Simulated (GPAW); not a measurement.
Runs of GPAW 26.7.0 on Hf. Symmetry: Pm-3m, No. 221, cubic system. Conventional cell: a = 2.914 Å, b = 2.914 Å, c = 2.914 Å, α = 90.00°, β = 90.00°, γ = 90.00°. Around Hf (site symmetry m-3m) lie 6 Hf at 2.91 Å. The cell was built by a generator and needn't be a form met in nature.

```tsv
level	potentials or basis	older calculator (legacy_gpaw)	eigensolver	gap on the mesh (eV)	pressure (GPa)
PW91	PAW data sets generated in the run's folder for this functional, pw	-	-	none	0.2
optB88-vdW	GPAW PAW data sets (gpaw-data 1.2.1), pw	yes	-	none	-
vdW-DF2	GPAW PAW data sets (gpaw-data 1.2.1), pw	-	-	none	-
SCAN	GPAW PAW data sets (gpaw-data 1.2.1), pw	-	-	none	-3.2
BLYP	PAW data sets generated in the run's folder for this functional, pw	-	davidson	none	(a)
```

Alike in all rows: task single point; no spin polarisation; cell as given; k mesh 9 × 9 × 9; cutoff (eV) 600; smearing fermi-dirac 0.05 eV.

Fill in the values left out.

(a) 3.4.

Caveats: the PAW data sets were made with another functional, which shifts forces and pressure a little (some runs).

A k mesh can miss the band edges, and the runs leave out spin-orbit coupling on Hf.

A gap of «none» marks a metal or a gap under the smearing width.

Runs at the PBE level aren't shown here.
